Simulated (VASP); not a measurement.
# AlP (F-43m) in VASP: notebook

AlP is run at these levels: r2SCAN; tasks: single point.

All numbers are computed with VASP 6.6.1; they aren't measurements. Logs are shortened: lines on timing, memory, paths and dates and some standing lists are left out, and cuts for length are marked.

**Experimental background.**

A printed reference work, data compilation reports, for a bulk crystal of AlP at 4.2 K: band gap 2.505 eV (indirect).

The runs below are set against these values where they give the same quantity.

## (1) The cell of the first run

It takes space group F-43m (No. 216, cubic). Conventional cell: a = 5.357 Å, b = 5.357 Å, c = 5.357 Å, α = 90.00°, β = 90.00°, γ = 90.00°. Al (site symmetry -43m) has 4 P at 2.32 Å within 3.1 Å. Within 3.1 Å of P (site symmetry -43m) lie 4 Al at 2.32 Å.

## (2) Single point, r2SCAN

POSCAR

```
AlP
1.0
    2.6784088043      2.6784088043      0.0000000000
   -2.6784088043      2.6784088043      0.0000000000
    0.0000000000      2.6784088043      2.6784088043
Al P
1 1
Direct
    0.0000000000      0.0000000000      0.0000000000
    0.7500000000      0.2500000000      0.5000000000
```

INCAR.step1

```
SYSTEM = AlP
  ALGO = Normal
  EDIFF = 1E-5
  ENCUT = 550
  GGA = PE
  GGA_COMPAT = .False.
  ISMEAR = 0
  LASPH = .True.
  LCHARG = .False.
  LREAL = .False.
  LWAVE = .True.
  NBANDS = 11
  NELM = 120
  PREC = Accurate
  SIGMA = 0.01
```

INCAR.step2

```
SYSTEM = AlP
  ALGO = Normal
  EDIFF = 1E-6
  ENCUT = 550
  GGA_COMPAT = .False.
  ISIF = 2
  ISMEAR = 0
  ISTART = 1
  LASPH = .True.
  LCHARG = .True.
  LELF = .True.
  LMIXTAU = .True.
  LREAL = .False.
  LVHAR = .True.
  LWAVE = .False.
  METAGGA = R2SCAN
  NBANDS = 11
  NELM = 120
  PREC = Accurate
  SIGMA = 0.01
```

KPOINTS

```
k-points
0
Gamma
  8 8 8
  0 0 0
```

Potentials or basis: VASP PAW PBE potentials, release 64 (Al, P).

Started as:

```bash
> cat potpaw_PBE.64/Al/POTCAR potpaw_PBE.64/P/POTCAR > POTCAR
> cp INCAR.step1 INCAR
> mpirun -np 1 vasp_std > vasp.out
> cp INCAR.step2 INCAR
> mpirun -np 1 vasp_std > vasp.out
```

OUTCAR:

```text
SYSTEM = AlP
   EDIFF = 1E-6
   ENCUT = 550
   ISIF = 2
   ISMEAR = 0
   ISTART = 1
   LASPH = .True.
   LREAL = .False.
   METAGGA = R2SCAN
   NELM = 120
   PREC = Accurate

 ion  position               nearest neighbor table
   1  0.000  0.000  0.000-   2 2.32   2 2.32   2 2.32   2 2.32
   2  0.750  0.250  0.500-   1 2.32   1 2.32   1 2.32   1 2.32

  LATTYP: Found a face centered cubic cell.
 ALAT       =     5.3568176086

  Lattice vectors:

 A1 = (   0.0000000000,   2.6784088043,   2.6784088043)
 A2 = (   2.6784088043,   0.0000000000,   2.6784088043)
 A3 = (   2.6784088043,   2.6784088043,   0.0000000000)

Analysis of symmetry for initial positions (statically):
=====================================================================
 Subroutine PRICEL returns:
 Original cell was already a primitive cell.

 Routine SETGRP: Setting up the symmetry group for a
 face centered cubic supercell.

 Subroutine GETGRP returns: Found 24 space group operations
 (whereof 24 operations were pure point group operations)
 out of a pool of 48 trial point group operations.

The static configuration has the point symmetry T_d .

Analysis of symmetry for dynamics (positions and initial velocities):
=====================================================================
 Subroutine PRICEL returns:
 Original cell was already a primitive cell.

 Routine SETGRP: Setting up the symmetry group for a
 face centered cubic supercell.

 Subroutine GETGRP returns: Found 24 space group operations
 (whereof 24 operations were pure point group operations)
 out of a pool of 48 trial point group operations.

The dynamic configuration has the point symmetry T_d .

 Subroutine INISYM returns: Found 24 space group operations
 (whereof 24 operations are pure point group operations),
 and found     1 'primitive' translations

----------------------------------------------------------------------------------------

                                     Primitive cell

  volume of cell :      38.4291

  direct lattice vectors                    reciprocal lattice vectors
     2.678408804  2.678408804  0.000000000     0.186678000  0.186678000 -0.186678000
    -2.678408804  2.678408804  0.000000000    -0.186678000  0.186678000 -0.186678000
     0.000000000  2.678408804  2.678408804     0.000000000  0.000000000  0.373356001

  length of vectors
     3.787842057  3.787842057  3.787842057     0.323335781  0.323335781  0.373356001

  position of ions in fractional coordinates (direct lattice)
     0.000000000  0.000000000  0.000000000
     0.750000000  0.250000000  0.500000000

  ion indices of the primitive-cell ions
   primitive index   ion index
                 1           1
                 2           2

----------------------------------------------------------------------------------------

 KPOINTS: k-points

Automatic generation of k-mesh.
 Grid dimensions read from file:
 generate k-points for:    8    8    8

 Generating k-lattice:

  Cartesian coordinates                     Fractional coordinates (reciprocal lattice)
     0.023334750  0.023334750 -0.023334750     0.125000000  0.000000000  0.000000000
    -0.023334750  0.023334750 -0.023334750     0.000000000  0.125000000  0.000000000
     0.000000000  0.000000000  0.046669500     0.000000000  0.000000000  0.125000000

  Length of vectors
     0.040416973  0.040416973  0.046669500

  Shift w.r.t. Gamma in fractional coordinates (k-lattice)
     0.000000000  0.000000000  0.000000000

 Subroutine IBZKPT returns following result:
 ===========================================

 Found     29 irreducible k-points:

 Following reciprocal coordinates:
            Coordinates               Weight
  0.000000  0.000000  0.000000      1.000000
  0.125000  0.000000  0.000000      8.000000
  0.250000  0.000000  0.000000      8.000000
  0.375000  0.000000  0.000000      8.000000
  0.500000  0.000000  0.000000      4.000000
  0.125000  0.125000  0.000000     12.000000
[... 16 lines left out ...]
  0.375000  0.250000  0.125000     48.000000
[... 47 lines left out ...]
      1      -7.3902      2.00000
      2       4.9459      2.00000
      3       4.9459      2.00000
      4       4.9459      2.00000
      5       9.4823      0.00000
      6      10.0069      0.00000
      7      10.0069      0.00000
      8      10.0069      0.00000
      9      14.3184      0.00000
     10      14.3184      0.00000
     11      16.6046      0.00000

 k-point     2 :       0.1250    0.0000    0.0000
  band No.  band energies     occupation
      1      -7.1984      2.00000
      2       3.7070      2.00000
      3       4.7858      2.00000
      4       4.7858      2.00000
      5       9.5427      0.00000
      6      10.3197      0.00000
      7      10.3197      0.00000
      8      10.9127      0.00000
      9      13.8179      0.00000
     10      13.8179      0.00000
     11      17.1280      0.00000

 k-point     3 :       0.2500    0.0000    0.0000
  band No.  band energies     occupation
      1      -6.6567      2.00000
      2       1.6094      2.00000
      3       4.4674      2.00000
      4       4.4674      2.00000
      5       9.0370      0.00000
      6      10.6179      0.00000
      7      10.6179      0.00000
      8      12.9725      0.00000
      9      13.8534      0.00000
     10      13.8534      0.00000
     11      16.3897      0.00000

 k-point     4 :       0.3750    0.0000    0.0000
  band No.  band energies     occupation
      1      -5.9213      2.00000
      2      -0.1981      2.00000
      3       4.2127      2.00000
      4       4.2127      2.00000
      5       8.6432      0.00000
      6      10.3531      0.00000
      7      10.3531      0.00000
      8      14.0631      0.00000
      9      15.4313      0.00000
     10      15.4313      0.00000
     11      16.9249      0.00000
[... 239 lines left out ...]
 k-point    22 :       0.2500    0.2500    0.1250
  band No.  band energies     occupation
      1      -6.1966      2.00000
      2       1.3036      2.00000
      3       2.8878      2.00000
      4       3.9618      2.00000
      5       9.2767      0.00000
      6      10.4451      0.00000
      7      11.0015      0.00000
      8      12.5091      0.00000
      9      14.1560      0.00000
     10      16.8018      0.00000
     11      19.1006      0.00000

 k-point    23 :       0.3750    0.2500    0.1250
  band No.  band energies     occupation
      1      -5.5200      2.00000
      2       0.0627      2.00000
      3       2.2945      2.00000
      4       3.5366      2.00000
      5       9.3692      0.00000
      6      10.3410      0.00000
      7      11.6761      0.00000
      8      12.8112      0.00000
      9      15.3903      0.00000
     10      17.4863      0.00000
     11      18.9131      0.00000

 k-point    24 :       0.5000    0.2500    0.1250
  band No.  band energies     occupation
      1      -5.1435      2.00000
      2      -0.5741      2.00000
      3       2.1628      2.00000
      4       3.3264      2.00000
      5       9.3543      0.00000
      6      10.0630      0.00000
      7      12.5614      0.00000
      8      13.4682      0.00000
      9      14.9238      0.00000
     10      17.4543      0.00000
     11      18.9652      0.00000

 [... further k-points ...]
[... 5 lines left out ...]
  --------------------------------------------------------------------------------------
  -------------------------------------------------------------------------------------
  Total        1.5935945      1.5935945      1.5935945      0.0000000      0.0000000      0.0000000
  in kB       66.4397232     66.4397232     66.4397232      0.0000000      0.0000000      0.0000000
  external PRESSURE =      66.4397232 kB  Pullay stress =       0.0000000 kB

 VOLUME and BASIS-vectors are now :
 -----------------------------------------------------------------------------
  energy-cutoff  :      550.00
  volume of cell :       38.43
      direct lattice vectors                 reciprocal lattice vectors
     2.678408804  2.678408804  0.000000000     0.186678000  0.186678000 -0.186678000
    -2.678408804  2.678408804  0.000000000    -0.186678000  0.186678000 -0.186678000
     0.000000000  2.678408804  2.678408804     0.000000000  0.000000000  0.373356001

 POSITION                                       TOTAL-FORCE (eV/Angst)
 -----------------------------------------------------------------------------------
      0.00000      0.00000      0.00000        -0.000000      0.000000     -0.000000
      1.33920      4.01761      1.33920         0.000000     -0.000000      0.000000
 -----------------------------------------------------------------------------------
    total drift:                                0.000000      0.000000      0.000000

  FREE ENERGIE OF THE ION-ELECTRON SYSTEM (eV)
  ---------------------------------------------------
  free  energy   TOTEN  =       -17.1595824192 eV

  energy  without entropy=      -17.1595824192  energy(sigma->0) =      -17.15958242
```

Run time: 58 s. Hardware: 1 thread of Intel Xeon Platinum 8259CL at 2.50GHz (Skylake/Cascade Lake), shared host; peak memory 0.16 GiB.

Results:

```
Free energy            : -17.1596 eV
Pressure               : 6.6 GPa
Band gap on the k mesh : 1.80 eV, indirect (least direct gap 4.10 eV)
```

Levels at points of the mesh, in eV from the valence-band top:
| k point | band 1 | band 2 | band 3 | band 4 | band 5 | band 6 | band 7 | band 8 | band 9 |
| --- | --- | --- | --- | --- | --- | --- | --- | --- | --- |
| (0.00, 0.00, 0.00) | -12.34 | 0.00 | 0.00 | 0.00 | 4.54 | 5.06 | 5.06 | 5.06 | 9.37 |
| (0.50, 0.00, 0.00) | -10.44 | -5.94 | -0.83 | -0.83 | 3.56 | 5.24 | 5.24 | 9.13 | 12.36 |
| (0.50, 0.50, 0.00) | -9.69 | -5.64 | -2.30 | -2.30 | 1.80 | 2.83 | 12.51 | 12.51 | 13.02 |

Caveat: the PAW data sets were made with another functional, which shifts forces and pressure a little.

## (3) Single point, r2SCAN

This run uses another cell than the first one, of 19.73 Å³/atom, 1.027 times its volume.

POSCAR

```
AlP
1.0
    2.7021207219      2.7021207219      0.0000000000
   -2.7021207219      2.7021207219      0.0000000000
    0.0000000000      2.7021207219      2.7021207219
Al P
1 1
Direct
    0.0000000000      0.0000000000      0.0000000000
    0.7500000000      0.2500000000      0.5000000000
```

INCAR.step1

```
ALGO     = Normal         # electronic algorithm
EDIFF    = 1E-5           # SCF threshold, eV
ENCUT    = 550            # plane-wave cutoff, eV
GGA      = PE             # functional
GGA_COMPAT= F            
ISMEAR   = 0              # smearing method
LASPH    = T              # aspherical terms in the spheres
LCHARG   = F              # write CHGCAR
LREAL    = F              # projectors in reciprocal space
LWAVE    = T              # write WAVECAR
NBANDS   = 11             # bands
NELM     = 120            # most SCF steps
PREC     = Accurate       # precision mode
SIGMA    = 0.01           # smearing width, eV
```

INCAR.step2

```
ALGO     = Normal         # electronic algorithm
EDIFF    = 1E-6           # SCF threshold, eV
ENCUT    = 550            # plane-wave cutoff, eV
GGA_COMPAT= F            
ISIF     = 2              # what is computed and relaxed
ISMEAR   = 0              # smearing method
ISTART   = 1            
LASPH    = T              # aspherical terms in the spheres
LCHARG   = F              # write CHGCAR
LMIXTAU  = T            
LREAL    = F              # projectors in reciprocal space
LWAVE    = F              # write WAVECAR
METAGGA  = R2SCAN         # meta-GGA
NBANDS   = 11             # bands
NELM     = 120            # most SCF steps
PREC     = Accurate       # precision mode
SIGMA    = 0.01           # smearing width, eV
```

KPOINTS

```
k-points
0
Gamma
  8 8 8
```

Potentials or basis: VASP PAW PBE potentials, release 64 (Al, P).

Started as:

```bash
> cat potpaw_PBE.64/Al/POTCAR potpaw_PBE.64/P/POTCAR > POTCAR
> cp INCAR.step1 INCAR
> mpirun -np 1 vasp_std > vasp.out
> cp INCAR.step2 INCAR
> mpirun -np 1 vasp_std > vasp.out
```

Run time: 52 s. Hardware: 1 thread of Intel Xeon Platinum 8259CL at 2.50GHz (Skylake/Cascade Lake), shared host; peak memory 0.16 GiB.

The run converged. Its results:

- Free energy: -17.1927 eV
- Pressure: 3.7 GPa
- Band gap on the k mesh: 1.85 eV, indirect (least direct gap 4.10 eV)

Levels at points of the mesh, in eV from the valence-band top:
```
           k point  band 1  band 2  band 3  band 4  band 5  band 6  band 7  band 8  band 9
(0.00, 0.00, 0.00)  -12.17    0.00    0.00    0.00    4.29    5.02    5.02    5.02    9.34
(0.50, 0.00, 0.00)  -10.35   -5.81   -0.81   -0.81    3.45    5.23    5.23    9.05   12.27
(0.50, 0.50, 0.00)   -9.63   -5.54   -2.24   -2.24    1.85    2.84   12.27   12.27   12.89
```

Caveat: the PAW data sets were made with another functional, which shifts forces and pressure a little. A k mesh can miss the band edges.

## (4) Single point, r2SCAN

This run uses another cell than the first one, of 19.73 Å³/atom, 1.027 times its volume.

POSCAR is that of step 3.

INCAR.step1

```
SYSTEM = AlP
PREC = Accurate
ENCUT = 550
ISMEAR = 0
SIGMA = 0.01
LREAL = .FALSE.
LASPH = .TRUE.
NELM = 120
NBANDS = 11
GGA = PE
ALGO = Normal
EDIFF = 1E-5
LWAVE = .TRUE.
LCHARG = .FALSE.
GGA_COMPAT = .FALSE.
```

INCAR.step2

```
SYSTEM = AlP
PREC = Accurate
ENCUT = 550
EDIFF = 1E-6
ISMEAR = 0
SIGMA = 0.01
LREAL = .FALSE.
LASPH = .TRUE.
NELM = 120
ALGO = Normal
ISIF = 2
LWAVE = .FALSE.
LCHARG = .FALSE.
METAGGA = R2SCAN
LMIXTAU = .TRUE.
NBANDS = 11
ISTART = 1
GGA_COMPAT = .FALSE.
```

KPOINTS

```
Automatic mesh
0
G
  8 8 8
  0 0 0
```

Started as:

```bash
> cat potpaw_PBE.64/Al/POTCAR potpaw_PBE.64/P/POTCAR > POTCAR
> cp INCAR.step1 INCAR
> mpirun -np 1 vasp_std > vasp.out
> cp INCAR.step2 INCAR
> mpirun -np 1 vasp_std > vasp.out
```

It took 53 s on 1 thread of Intel Xeon Platinum 8259CL at 2.50GHz (Skylake/Cascade Lake), shared host; peak memory 0.16 GiB.

The run converged. Its results:

| Item | Value |
| --- | --- |
| Free energy | -17.1927 eV |
| Pressure | 3.7 GPa |
| Band gap on the k mesh | 1.85 eV, indirect (least direct gap 4.10 eV) |

Levels at points of the mesh, in eV from the valence-band top:
| k point | band 2 | band 3 | band 4 | band 5 | band 6 | band 7 |
| --- | --- | --- | --- | --- | --- | --- |
| (0.00, 0.00, 0.00) | 0.00 | 0.00 | 0.00 | 4.29 | 5.02 | 5.02 |
| (0.50, 0.00, 0.00) | -5.81 | -0.81 | -0.81 | 3.45 | 5.23 | 5.23 |
| (0.50, 0.50, 0.00) | -5.54 | -2.24 | -2.24 | 1.85 | 2.84 | 12.27 |

Caveat: the PAW data sets were made with another functional, which shifts forces and pressure a little.

## (5) Single point, r2SCAN

This run uses another cell than the first one, of 20.12 Å³/atom, 1.047 times its volume.

POSCAR

```
AlP
1.0
    2.7199681729      2.7199681729      0.0000000000
   -2.7199681729      2.7199681729      0.0000000000
    0.0000000000      2.7199681729      2.7199681729
Al P
1 1
Direct
    0.0000000000      0.0000000000      0.0000000000
    0.7500000000      0.2500000000      0.5000000000
```

INCAR.step1

```
ALGO = Normal
EDIFF = 1E-5
ENCUT = 550
GGA = PE
GGA_COMPAT = F
ISMEAR = 0
LASPH = T
LCHARG = F
LREAL = F
LWAVE = T
NBANDS = 11
NELM = 120
PREC = Accurate
SIGMA = 0.01
```

INCAR.step2

```
ALGO = Normal
EDIFF = 1E-6
ENCUT = 550
GGA_COMPAT = F
ISIF = 2
ISMEAR = 0
ISTART = 1
LASPH = T
LCHARG = F
LMIXTAU = T
LREAL = F
LWAVE = F
METAGGA = R2SCAN
NBANDS = 11
NELM = 120
PREC = Accurate
SIGMA = 0.01
```

KPOINTS

```
k-points
0
Gamma
  8 8 8
```

Started as:

```bash
> cat potpaw_PBE.64/Al/POTCAR potpaw_PBE.64/P/POTCAR > POTCAR
> cp INCAR.step1 INCAR
> mpirun -np 1 vasp_std > vasp.out
> cp INCAR.step2 INCAR
> mpirun -np 1 vasp_std > vasp.out
```

Wall time 55 s (1 thread of Intel Xeon Platinum 8259CL at 2.50GHz (Skylake/Cascade Lake), shared host); peak memory 0.17 GiB.

The run converged. Its results:

```
Free energy            : -17.2058 eV
Pressure               : 1.7 GPa
Band gap on the k mesh : 1.89 eV, indirect (least direct gap 4.09 eV)
```

Levels at points of the mesh, in eV from the valence-band top:
```csv
k point,band 1,band 2,band 3,band 4,band 5,band 6,band 7,band 8
"(0.00, 0.00, 0.00)",-12.05,0.00,0.00,0.00,4.11,4.99,4.99,4.99
"(0.50, 0.00, 0.00)",-10.28,-5.72,-0.80,-0.80,3.37,5.23,5.23,8.99
"(0.50, 0.50, 0.00)",-9.58,-5.47,-2.20,-2.20,1.89,2.84,12.09,12.09
```

Caveat: the PAW data sets were made with another functional, which shifts forces and pressure a little. A k mesh can miss the band edges.

## (6) Single point, r2SCAN

This run uses another cell than the first one, of 20.12 Å³/atom, 1.047 times its volume.

POSCAR is that of step 5.

INCAR.step1

```
SYSTEM = AlP
PREC = Accurate
ENCUT = 550
ISMEAR = 0
SIGMA = 0.01
LREAL = .False.
LASPH = .True.
NELM = 120
NBANDS = 11
GGA = PE
ALGO = Normal
EDIFF = 1E-5
LWAVE = .True.
LCHARG = .False.
GGA_COMPAT = .False.
```

INCAR.step2

```
SYSTEM = AlP
PREC = Accurate
ENCUT = 550
EDIFF = 1E-6
ISMEAR = 0
SIGMA = 0.01
LREAL = .False.
LASPH = .True.
NELM = 120
ALGO = Normal
ISIF = 2
LWAVE = .False.
LCHARG = .False.
METAGGA = R2SCAN
LMIXTAU = .True.
NBANDS = 11
ISTART = 1
GGA_COMPAT = .False.
```

KPOINTS

```
Automatic mesh
0
Gamma
  8 8 8
  0 0 0
```

Potentials or basis: VASP PAW PBE potentials, release 64 (Al, P).

Started as:

```bash
> cat potpaw_PBE.64/Al/POTCAR potpaw_PBE.64/P/POTCAR > POTCAR
> cp INCAR.step1 INCAR
> mpirun -np 1 vasp_std > vasp.out
> cp INCAR.step2 INCAR
> mpirun -np 1 vasp_std > vasp.out
```

Wall time 50 s (1 thread of Intel Xeon Platinum 8259CL at 2.50GHz (Skylake/Cascade Lake), shared host); peak memory 0.17 GiB.

The run converged. Its results:

* Free energy: -17.2058 eV
* Pressure: 1.7 GPa
* Band gap on the k mesh: 1.89 eV, indirect (least direct gap 4.09 eV)

Levels at points of the mesh, in eV from the valence-band top:
```tsv
k point	band 1	band 2	band 3	band 4	band 5	band 6	band 7	band 8	band 9
(0.00, 0.00, 0.00)	-12.05	0.00	0.00	0.00	4.11	4.99	4.99	4.99	9.32
(0.50, 0.00, 0.00)	-10.28	-5.72	-0.80	-0.80	3.37	5.23	5.23	8.99	12.21
(0.50, 0.50, 0.00)	-9.58	-5.47	-2.20	-2.20	1.89	2.84	12.09	12.09	12.81
```

Caveat: the PAW data sets were made with another functional, which shifts forces and pressure a little.

## (7) Overview

| cell | gap on the mesh (eV) | pressure (GPa) |
| --- | --- | --- |
| a = 3.788 Å, angles 60.0, 60.0, 90.0°, 2 atoms | 1.80 | 6.6 |
| a = 3.821 Å, angles 60.0, 60.0, 90.0°, 2 atoms | 1.85 | 3.7 |
| a = 3.847 Å, angles 60.0, 60.0, 90.0°, 2 atoms | 1.89 | 1.7 |

Alike in all rows: task single point; level r2SCAN; potentials or basis VASP PAW PBE potentials, release 64 (Al, P); no spin polarisation; k mesh 8 × 8 × 8; cutoff (eV) 550; smearing gaussian 0.01 eV.

Caveats: the PAW data sets were made with another functional, which shifts forces and pressure a little.

Total energies depend on the potentials used, so only differences within one code and one set of settings carry meaning.

## (8) Against experiment

Step 6. Against the measured gap of AlP, 2.505 eV (indirect; 4.2 K; a printed reference work, data compilation), the calculated 1.89 eV is off by -0.62 eV. The value is that of r2SCAN on a finite k mesh, which can miss the band edges, without temperature or zero-point motion.
